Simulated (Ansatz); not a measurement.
The system is BaTiO3.

```
Ba Ti O
1.0
     4.00600    0.00000    0.00000
     0.00000    4.00600    0.00000
     0.00000    0.00000    4.00600
Ba Ti O
1 1 3
Direct
  0.50000 0.50000 0.50000
  0.00000 0.00000 0.00000
  0.00000 0.00000 0.50000
  0.00000 0.50000 0.00000
  0.50000 0.00000 0.00000
```

Base run:

* Program: Ansatz 0.2.0
* Functional: HSE06
* Potentials or basis: Ansatz PAW
* Cutoff: 420 eV
* Density cutoff: 1680 eV
* k mesh: 4 × 4 × 4
* Occupations: fixed
* Spin: no spin polarisation

Its results: band gap on the k mesh 3.18 eV, indirect (least direct gap 3.27 eV).

Question: The run is repeated on the same cell with these changes: functional from HSE06 to PBE0; level from hse06 to pbe0. What comes out?

Answer: Band gap on the k mesh 3.93 eV, indirect (least direct gap 4.00 eV).

Caveats: spin-orbit coupling is left out, which moves the levels of the heavy elements.

Not every run made on this cell is shown here.
